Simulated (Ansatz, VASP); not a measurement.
# RbBr: VASP beside Ansatz

```
CELL_PARAMETERS angstrom
0.00000 3.47528 3.47528
3.47528 0.00000 3.47528
3.47528 3.47528 0.00000
ATOMIC_POSITIONS crystal
Rb 0.00000 0.00000 0.00000
Br 0.50000 0.50000 0.50000
```

Alike in both runs: task single point; functional PBE; k mesh 6 × 6 × 6; occupations gaussian, width 0.02 eV; no spin polarisation.

|  | VASP | Ansatz |
| --- | --- | --- |
| version | VASP 6.6.1 | Ansatz 0.2.0 |
| potentials or method | VASP PAW PBE potentials, release 64 (Rb_sv, Br) | scalar-relativistic, plane waves, PAW |
| plane-wave cutoff (eV) | 520 | 420 |
| valence electrons in the cell | 16 | 16 |

```csv
,VASP,Ansatz,Ansatz less VASP
gap on the k mesh at the Fermi level (eV),4.26,4.26,+0.002
least direct gap on the mesh (eV),4.26,4.26,+0.002
pressure (GPa),0.4,0.4,-0.02
```
